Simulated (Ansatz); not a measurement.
# Ag: strain energy, fitted

Ag, P6_3/mmc, a = 2.867 Å, c = 4.691 Å. This isn't the element's structure at ambient conditions. Ansatz: PBEsol, PAW, 420 eV, Γ-centred 24×24×12 mesh on 2 atoms, Gaussian smearing 0.10 eV; no spin polarisation. Series: strain along c alone, the other axes held, atoms fixed by symmetry; x is the strain in per cent. y is the free energy over the unstrained cell, V0 = 16.696 Å³/atom.

| x (%) | y (meV/atom) |
| --- | --- |
| -3.0 | ? |
| -2.0 | 4.76 |
| -1.0 | 1.26 |
| 0.0 | 0.00 |
| 1.0 | 0.79 |
| 2.0 | 3.44 |
| 3.0 | 7.76 |

Problem. Fit y = c2 x² + c3 x³ to the other rows, turn c2 into a modulus, and predict the missing energy.

Solution. Least squares on the rows shown. y = 1.049 x² − 0.06577 x³. In eV per unit strain² c2 is 10.49; this is C33 with relaxed ions (E = ½ C33 V0 ε²): 2 × 10.49 × 160.2 / (16.696) = 201 GPa. The unstrained cell keeps some stress along the strain, worth a slope of -0.20 meV/atom per %, which the form leaves out. With a term in x⁴ added, the coefficient of x² becomes 0.9633, 8 % less, which shows how far this figure hangs on the form. At x = -3.0 the fit asked for gives 11.22 meV/atom. The run gave 10.74 meV/atom, so the fit is 0.48 meV/atom too high, 4.5 % of the span of the series, against an rms of 0.16 meV/atom on the fitted rows. The row lies outside the fitted range. With a term in x⁴ added, a fit to the same known rows predicts 12.27 meV/atom, further off still.